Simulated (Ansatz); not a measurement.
# Rb (Im-3m) in Ansatz: further runs

One crystal, Rb, is run at these levels: PBE, PBEsol; tasks: single point.

Program: Ansatz 0.2.0. These are calculated values, not measurements. Logs are shortened: lines on timing, memory, paths and dates and some standing lists are left out, and cuts for length are marked.

## Step 1: Starting point

It takes space group Im-3m (No. 229, cubic). The conventional cell has a = 5.605 Å, b = 5.605 Å, c = 5.605 Å, α = 90.00°, β = 90.00°, γ = 90.00°.

## Step 2: Single point, PBE

input.yaml reads:

```yaml
crystal:
  lattice:
    - [-2.8025, 2.8025, 2.8025]
    - [2.8025, -2.8025, 2.8025]
    - [2.8025, 2.8025, -2.8025]
  atoms:
    - { symbol: Rb, position: [0.0, 0.0, 0.0] }
kpoints:
  mp_grid: { grid: [4, 4, 4] }
scf:
  occupations: { method: fermi_dirac, width: 0.02 }
hamiltonian:
  xc: pbe
  pseudopotentials: { kind: all_electron, lapw: { basis_error: 0.002 } }
output:
  forces: true
  stress: true
  eigenvalues: true
```

Potentials or basis: all-electron LAPW, scalar-relativistic.

Started as:

```bash
ansatz run input.yaml --threads 1 --pin off --max-ram 3072MiB --backend cpu --events-out ev --progress --plain --runs-dir out
```

Standard output:

```text
Warning: RAYON_NUM_THREADS=1 ignored (pool sized by the plan → 1); use --threads N
LAPW: plane waves up to 3.495 Å⁻¹, error target 2.0e-3 eV per atom; small_component_spin mean_spin; Rb in spheres of 2.427 Å, 9 of its electrons in bands, Dirac shells [] (how accurate: hamiltonian.pseudopotentials.lapw.basis_error, Limitations)
Engine: ansatz 0.2.0, aarch64-unknown-linux-gnu
Pseudopotentials: kind: all_electron
Pseudopotential: Rb, LAPW, valence charge 9, lapw/all_electron/scalar/gaussian/Rb, Koelling and Harmon's equation, gaussian nucleus
Functional definition: PBE
  parameter kappa = 0.804
  parameter beta = 0.06672455060314922
  exchange = pbe_x(kappa = kappa, mu = beta*pi^2/3)
  correlation = pbe_c(beta = beta)
Crystal: 1 atoms, lattice volume = 88.043 Å³
Basis set: ecut = 46.53116976181912 eV, 55 PW (Γ), exchange–correlation at level 2
Bands: 9, of which v1, the nominal top of the filled ones, is band 5 counted from 1 (4 counted from 0)
Symmetry: 48 space group operations
Space group: Im-3m (ITA 229), of the structure as read, at distance tolerance 4.4e-5 Å
k-points: 8 of 64
Non-local potential: Rb, projectors of the file, none
Initial density: superposition of atomic densities (chi_scale 0.1, normalization cell)
Initial wavefunctions: plane waves of lowest kinetic energy (no species holds an atomic orbital)
Functional: x = pbe(κ = 0.804, μ = 0.2195149727645171), c = pbe(β = 0.06672455060314922)
iter 1 solved again at ethr=2.97e-5 eV; its pass at ethr=1.00e-1 eV (dr2=2.67e-3 eV) is discarded
SCF iter   1: F=—  HF=-81122.545257 eV  |F-HF|=—  |Δ(HF+E_count)|=         —  Δρ=1.16e-3  dr2=2.67e-3  ethr=2.97e-5  ⟨swp⟩=4.2  Hψ=609  notcnv=0
preconditioner: auto → none  [insulator: Δε(μ)=0.243 eV  Ē_g=3.471 eV  σ=0.020 eV  W_gap=0.54  n_scr=12 (ndim 8)  ℏωp=4.0 eV  f_vac=0.000  D(μ)=9.31/eV (n_scr^D=134)  ε∞_Penn≈2.3]
SCF iter   2: F=—  HF=-81122.546108 eV  |F-HF|=—  |Δ(HF+E_count)|=   8.51e-4  Δρ=5.96e-4  dr2=7.09e-4  ethr=2.97e-5  ⟨swp⟩=2.0  Hψ=245  notcnv=0
iter 3 solved again at ethr=1.86e-7 eV; its pass at ethr=7.87e-6 eV (dr2=1.68e-5 eV) is discarded
SCF iter   3: F=—  HF=-81122.546976 eV  |F-HF|=—  |Δ(HF+E_count)|=   8.68e-4  Δρ=9.13e-5  dr2=1.68e-5  ethr=1.86e-7  ⟨swp⟩=2.0  Hψ=396  notcnv=0
SCF iter   4: F=—  HF=-81122.546984 eV  |F-HF|=—  |Δ(HF+E_count)|=   8.02e-6  Δρ=1.03e-5  dr2=2.16e-7  ethr=1.86e-7  ⟨swp⟩=2.0  Hψ=244  notcnv=0
SCF iter   5: F=-81122.546984 eV  HF=-81122.546984 eV  |F-HF|=6.28e-8  |Δ(HF+E_count)|=   1.89e-7  Δρ=2.53e-6  dr2=1.28e-8  ethr=2.40e-9  ⟨swp⟩=2.5  Hψ=248  notcnv=0
SCF 1 converged in 5 iterations: F = -81122.546984 eV  dr2 = 1.28e-8
SCF converged after 5 iterations
Free energy (F): -81122.546984 eV
Harris-Foulkes:  -81122.546984 eV  (|F-HF|=6.28e-8)
Internal energy: -81122.536639 eV  (E = F + TS)
E sigma→0 (E₀):  -81122.541811 eV
Entropy (-TS):   -0.010345 eV (-10.345 meV/atom)
Fermi energy:    2.683887 eV
--- Per-component energies (eV) ---
  E_band       = -111.948608
  E_kinetic    = 83403.661633
  E_xc         = -2743.583383
  E_electrostatic = -161782.614888  (all electrons and nuclei)
  E_smearing   = -0.010345  (= −TS)
  E_closure    = 0.000000  (closes the sum)
  E_atoms      = -81121.699768  (free atoms, spherical and without spin; not in F)
  Σ components = -81122.546984   (vs F -81122.546984, Δ=0.00e0)
  Basis errors (estimates in eV, not in F): energy 5.0e-4 per atom: plane waves 4.9e-4 (2.6e-4 summed), levels above the bands 3.3e-100, relativity 2.8e-8, radial functions 9.3e-6, core shells 6.8e-7; eigenvalues (radial functions only) 1.5e-5; not estimated: angular momenta, meshes, grids; target (lapw.basis_error) 2.0e-3; muffin-tin radii Rb 2.427 Å
--- Forces (eV/Å), atoms counted from 1 ---
  atom   1  Rb    -0.00000000    -0.00000000     0.00000000
  max |Σ_I F_I| component: 6.74e-34 eV/Å
--- Stress (GPa, compression-positive) ---
        0.190715      -0.000000       0.000000
       -0.000000       0.190715      -0.000000
        0.000000      -0.000000       0.190715
  P = ⅓ Tr σ = 0.1907 GPa (1.907 kbar)
--- Band table (eV; the first three rows and the last of 8) ---
  k-point 0: bands = ["-26.1849", "-10.2241", "-10.2241", "-10.2241", "0.6823", "6.4084", "6.4084", "6.4084", "7.3637"]
  k-point 1: bands = ["-26.1824", "-10.2785", "-10.2420", "-10.2242", "1.4104", "5.1784", "5.7279", "7.0989", "7.1846"]
  k-point 2: bands = ["-26.1800", "-10.3313", "-10.2598", "-10.2242", "2.9299", "3.5017", "5.2895", "7.0220", "7.9337"]
  k-point 7: bands = ["-26.1761", "-10.3007", "-10.3007", "-10.3007", "3.9329", "3.9329", "6.0327", "6.0327", "6.0327"]
```

Run time: 0.49 s. Hardware: 1 thread of Arm Neoverse V2, shared host; peak memory 0.18 GiB.

Results:

* Free energy: -81122.5470 eV
* Pressure: 0.2 GPa
* Band gap on the k mesh: none (metal or under the smearing width)

Caveat: the k mesh is coarse (spacing up to 0.40 Å⁻¹), so the values aren't converged; the k mesh is thin for a metal, which can move the energy by tens of meV per atom.

## Step 3: Single point, PBEsol

input.yaml reads:

```yaml
crystal:
  lattice:
    - [-2.8025, 2.8025, 2.8025]
    - [2.8025, -2.8025, 2.8025]
    - [2.8025, 2.8025, -2.8025]
  atoms:
    - { symbol: Rb, position: [0.0, 0.0, 0.0] }
kpoints:
  mp_grid: { grid: [7, 7, 7] }
scf:
  occupations: { method: gaussian, width: 0.1 }
hamiltonian:
  xc: pbesol
  pseudopotentials: { kind: all_electron, lapw: { basis_error: 0.001 } }
output:
  forces: true
  stress: true
  eigenvalues: true
```

Potentials or basis: all-electron LAPW, scalar-relativistic.

Started as:

```bash
ansatz run input.yaml --threads 1 --pin off --max-ram 3072MiB --backend cpu --events-out ev --progress --plain --runs-dir out
```

Standard output:

```text
Warning: RAYON_NUM_THREADS=1 ignored (pool sized by the plan → 1); use --threads N
LAPW: plane waves up to 3.684 Å⁻¹, error target 1.0e-3 eV per atom; small_component_spin mean_spin; Rb in spheres of 2.427 Å, 9 of its electrons in bands, Dirac shells [] (how accurate: hamiltonian.pseudopotentials.lapw.basis_error, Limitations)
[... 3 set-up lines as earlier in the session ...]
Functional definition: PBEsol
  exchange = pbesol_x
  correlation = pbesol_c
Crystal: 1 atoms, lattice volume = 88.043 Å³
Basis set: ecut = 51.70489458661872 eV, 79 PW (Γ), exchange–correlation at level 2
Bands: 9, of which v1, the nominal top of the filled ones, is band 5 counted from 1 (4 counted from 0)
[... 2 set-up lines as earlier in the session ...]
k-points: 20 of 343
[... 3 set-up lines as earlier in the session ...]
Functional: x = pbesol(κ = 0.804, μ = 0.12345679012345678), c = pbesol(β = 0.046)
iter 1 solved again at ethr=2.61e-5 eV; its pass at ethr=1.00e-1 eV (dr2=2.35e-3 eV) is discarded
SCF iter   1: F=—  HF=-81072.278551 eV  |F-HF|=—  |Δ(HF+E_count)|=         —  Δρ=1.09e-3  dr2=2.34e-3  ethr=2.61e-5  ⟨swp⟩=4.2  Hψ=1516  notcnv=0
preconditioner: auto → none  [insulator: Δε(μ)=0.155 eV  Ē_g=3.603 eV  σ=0.100 eV  W_gap=0.68  n_scr=12 (ndim 8)  ℏωp=4.0 eV  f_vac=0.000  D(μ)=1.01/eV (n_scr^D=0)  ε∞_Penn≈2.2]
SCF iter   2: F=—  HF=-81072.277690 eV  |F-HF|=—  |Δ(HF+E_count)|=   8.61e-4  Δρ=5.38e-4  dr2=5.77e-4  ethr=2.61e-5  ⟨swp⟩=2.0  Hψ=612  notcnv=0
iter 3 solved again at ethr=2.10e-7 eV; its pass at ethr=6.41e-6 eV (dr2=1.89e-5 eV) is discarded
SCF iter   3: F=—  HF=-81072.278099 eV  |F-HF|=—  |Δ(HF+E_count)|=   4.09e-4  Δρ=9.72e-5  dr2=1.89e-5  ethr=2.10e-7  ⟨swp⟩=2.0  Hψ=964  notcnv=0
SCF iter   4: F=—  HF=-81072.278113 eV  |F-HF|=—  |Δ(HF+E_count)|=   1.43e-5  Δρ=1.07e-5  dr2=2.31e-7  ethr=2.10e-7  ⟨swp⟩=2.0  Hψ=612  notcnv=0
SCF iter   5: F=-81072.278113 eV  HF=-81072.278113 eV  |F-HF|=6.52e-8  |Δ(HF+E_count)|=   3.17e-7  Δρ=1.84e-6  dr2=6.92e-9  ethr=2.57e-9  ⟨swp⟩=2.5  Hψ=623  notcnv=0
SCF 1 converged in 5 iterations: F = -81072.278113 eV  dr2 = 6.92e-9
SCF converged after 5 iterations
Free energy (F): -81072.278113 eV
Harris-Foulkes:  -81072.278113 eV  (|F-HF|=6.52e-8)
Internal energy: -81072.273062 eV  (E = F + TS)
E sigma→0 (E₀):  -81072.275588 eV
Entropy (-TS):   -0.005052 eV (-5.052 meV/atom)
Fermi energy:    2.619363 eV
--- Per-component energies (eV) ---
  E_band       = -112.293304
  E_kinetic    = 83344.167956
  E_xc         = -2692.360735
  E_electrostatic = -161724.080283  (all electrons and nuclei)
  E_smearing   = -0.005052  (= −TS)
  E_closure    = 0.000000  (closes the sum)
  E_atoms      = -81071.274379  (free atoms, spherical and without spin; not in F)
  Σ components = -81072.278113   (vs F -81072.278113, Δ=0.00e0)
  Basis errors (estimates in eV, not in F): energy 2.8e-4 per atom: plane waves 2.7e-4 (1.4e-4 summed), levels above the bands 0.0e0, relativity 6.0e-9, radial functions 3.7e-6, core shells 6.8e-7; eigenvalues (radial functions only) 7.1e-6; not estimated: angular momenta, meshes, grids; target (lapw.basis_error) 1.0e-3; muffin-tin radii Rb 2.427 Å
--- Forces (eV/Å), atoms counted from 1 ---
  atom   1  Rb    -0.00000000     0.00000000     0.00000000
  max |Σ_I F_I| component: 3.72e-33 eV/Å
--- Stress (GPa, compression-positive) ---
       -0.063067       0.000000       0.000000
        0.000000      -0.063067       0.000000
        0.000000       0.000000      -0.063067
  P = ⅓ Tr σ = -0.0631 GPa (-0.631 kbar)
--- Band table (eV; the first three rows and the last of 20) ---
  k-point 0: bands = ["-26.2078", "-10.2493", "-10.2493", "-10.2493", "0.6102", "6.3415", "6.3415", "6.3415", "7.3098"]
  k-point 1: bands = ["-26.2068", "-10.2701", "-10.2561", "-10.2493", "0.8565", "5.9068", "6.0351", "6.5709", "7.0349"]
  k-point 2: bands = ["-26.2047", "-10.3162", "-10.2713", "-10.2493", "1.5466", "4.8377", "5.5502", "7.1599", "7.2364"]
  k-point 19: bands = ["-26.1993", "-10.3261", "-10.3226", "-10.3226", "3.7119", "3.9635", "5.7653", "5.8848", "5.8848"]
```

Wall time 0.8 s (1 thread of Arm Neoverse V2, shared host); peak memory 0.18 GiB.

Results:

```yaml
Free_energy: -81072.2781 eV
Pressure: -0.1 GPa
Band_gap_on_the_k_mesh: none (metal or under the smearing width)
```
